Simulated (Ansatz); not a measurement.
Reaction (hydrogenolysis of a C–Ge bond): `O=C(O)[CH2][GeH3]` + H₂ → `CC(=O)O` + GeH₄

Program: Ansatz. Geometries: PBE0-D4/def2-TZVP. ΔE: electronic, gas phase. CBS: MP2 limit from def2 TZ/QZ plus the TZ coupled-cluster correction, frozen cores. This one scheme is used for every species. DFT in def2-TZVPP. For Ge outer-core shells are correlated without core-valence functions, which leaves a few kJ/mol of doubt a bond. Scalar relativity is left out up to krypton. One conformer a species, not always the lowest.

Is it downhill or uphill in electronic energy at CCSD(T)/CBS, and by how much? (Best estimate.)

Computed: Downhill: ΔE = -7.1 kcal/mol.

What do these levels give: PBE0-D4, ωB97X-V, PBE, HF/def2-TZVPP, MP2/def2-TZVPP, SCS-MP2/def2-QZVPP? (An estimate is asked.)

Computed: PBE0-D4 -8.5, ωB97X-V -8.8, PBE -9.2, HF/def2-TZVPP -14.2, MP2/def2-TZVPP -5.7, SCS-MP2/def2-QZVPP -7.3 kcal/mol.

Largest T1 diagnostic among the species: 0.015.

In def2-TZVPP, CCSD(T) changes the Hartree–Fock value by +6.6 kcal/mol (the triples alone add +1.2 kcal/mol) and MP2 by +8.5 kcal/mol. The D4 term adds +2.6 kcal/mol with B3LYP and +1.5 kcal/mol with PBE0; it sums over pairs of atoms, weighted by their polarisabilities, and B3LYP, whose exchange is more repulsive, gets the larger term.

B3LYP here is the variant with VWN-RPA as its local correlation; programs differ in this.
